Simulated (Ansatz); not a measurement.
# Polymorphs of Ge2N

The calculation used DFT PBE, scalar-relativistic, plane waves, PAW in Ansatz. Settings: cutoff 420 eV, Γ-centred meshes no coarser than 0.19 Å⁻¹ for metals and 0.3 Å⁻¹ for insulators (2π included), Gaussian smearing.

Temperature and zero-point effects are left out. Only the structures computed here compete, so a lower one can exist. The k mesh leaves about 4 meV/atom of noise in metals. Weakly bound directions are ill-defined at this level, which has no dispersion term (Ge2N R3m, Ge2N P6/mmm). No run is spin-polarised.

```json
{"#": "1", "started from": "3R molybdenite type, changed", "space group": "R3m (No. 160)", "atoms": "3", "V (Å³/atom)": "16.3", "ΔE (meV/atom)": "0", "gap on mesh (eV)": "0.00"}
{"#": "2", "started from": "anti-anatase type, changed", "space group": "I4_1/amd (No. 141)", "atoms": "6", "V (Å³/atom)": "14.3", "ΔE (meV/atom)": "185", "gap on mesh (eV)": "0.00"}
{"#": "3", "started from": "AlB2 type, changed", "space group": "P6/mmm (No. 191)", "atoms": "3", "V (Å³/atom)": "15.1", "ΔE (meV/atom)": "1164", "gap on mesh (eV)": "0.00"}
```

The lowest structure: Space group R3m (No. 160), trigonal, a = 3.002 Å, c = 18.773 Å. Ge on Wyckoff site a (1 atom of the primitive cell) has 3 N at 1.91 Å; Ge on Wyckoff site a (1 atom of the primitive cell) is coordinated by 9 Ge at 3.00–3.08 Å, 3 N at 3.39 Å, 1 Ge at 3.71 Å and 3 N at 3.76 Å; N has 3 Ge at 1.91 Å. Its energy against the elements is 0.43 eV/atom, so it is unstable even against them. Formation energies are uncorrected and refer to the lowest elemental structures computed at the same level (N₂ as a molecule).

```cif
data_structure
_symmetry_space_group_name_H-M 'R3m:H'
_symmetry_Int_Tables_number 160
_cell_length_a 3.0019
_cell_length_b 3.0019
_cell_length_c 18.7734
_cell_angle_alpha 90.000
_cell_angle_beta 90.000
_cell_angle_gamma 120.000
_cell_volume 146.50
loop_
_atom_site_label
_atom_site_type_symbol
_atom_site_symmetry_multiplicity
_atom_site_Wyckoff_symbol
_atom_site_fract_x
_atom_site_fract_y
_atom_site_fract_z
_atom_site_occupancy
Ge1 Ge 3 a 0.66667 0.33333 0.07990 1
Ge2 Ge 3 a 0.33333 0.66667 0.21563 1
N1 N 3 a 0.00000 0.00000 0.03777 1
```

The second: Space group I4_1/amd (No. 141), tetragonal, a = 4.792 Å, c = 7.494 Å. Ge has 1 N at 2.05 Å and 2 N at 2.40 Å; N is coordinated by 2 Ge at 2.05 Å and 4 Ge at 2.40 Å.